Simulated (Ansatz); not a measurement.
# RuS2: the cost of one run

Computed with Ansatz 0.2.0 (DFT PBEsol+U (U = 4 eV, J = 0.7 eV on Ru d), plane waves, PAW, unless a step's input says otherwise).

3 further runs of the same task are left out: 3 that didn't finish.

**1. The system as given**

Symmetry: C2/m, No. 12, monoclinic system. Conventional cell: a = 6.220 Å, b = 3.813 Å, c = 4.386 Å, α = 90.00°, β = 90.04°, γ = 90.00°. Ru (site symmetry 2/m) is surrounded by 6 S at 2.32 to 2.57 Å. S (site symmetry m) has 3 Ru at 2.32 to 2.57 Å as nearest neighbours.

Cell or atoms stand a little off a more symmetric structure (P-3m1 at a tolerance of 0.3 Å), so results at this geometry aren't those of that ideal crystal.

Coordinates:

```cif
data_structure
_symmetry_space_group_name_H-M 'C2/m'
_symmetry_Int_Tables_number 12
_cell_length_a 6.2204
_cell_length_b 3.8132
_cell_length_c 4.3861
_cell_angle_alpha 90.000
_cell_angle_beta 90.040
_cell_angle_gamma 90.000
_cell_volume 104.04
loop_
_atom_site_label
_atom_site_type_symbol
_atom_site_symmetry_multiplicity
_atom_site_Wyckoff_symbol
_atom_site_fract_x
_atom_site_fract_y
_atom_site_fract_z
_atom_site_occupancy
Ru1 Ru 2 a 0.00000 0.00000 0.00000 1
S1 S 4 i 0.68790 0.00000 0.28890 1
```

An earlier series on this cell reached its lowest free state from «ferromagnetic start, free, symmetry kept, no search», perhaps among other starts.

**2. Site moments held (series factor 0.6; the input gives the size)**

File input.yaml:

```yaml
crystal:
  lattice:
    - [3.11021661, -1.90662465, 0.0]
    - [3.11021661, 1.90662465, 0.0]
    - [-0.00306205, 0.0, 4.38605763]
  atoms:
    - { symbol: Ru, position: [0.0, 0.0, 0.0], spin: 0.67 }
    - { symbol: S, position: [0.6879, 0.6879, 0.2889] }
    - { symbol: S, position: [0.3121, 0.3121, 0.7111] }
basis:
  ecutwfc: 420
  ecutrho_ratio: 4
kpoints:
  mp_grid: { grid: [6, 6, 4] }
hamiltonian:
  xc: pbesol
  hubbard: { sites: [{ site: 0, l: d, u: 4.0, j: 0.7 }] }
scf:
  occupations: { method: gaussian, width: 0.05 }
  lower_state_search: "off"
  max_iter: 150
output:
  forces: true
  stress: true
  eigenvalues: true
  populations: true
  hubbard: { sites: [{ site: 0, l: d }] }
magnetization:
  spin_polarized: true
  spin_locking: { lock_spins: true }
```

The lock stays on to the end, so the result is a constrained state.

Started as:

```console
$ ansatz run input.yaml --threads 2 --pin off --max-ram 3072MiB --backend cpu --events-out ev --progress --plain --runs-dir out
```

**Question.** How long does this run take on 2 threads of Arm Neoverse N1, shared host, and how much memory does it need?

About 22 s, with a peak of 0.4 GiB.
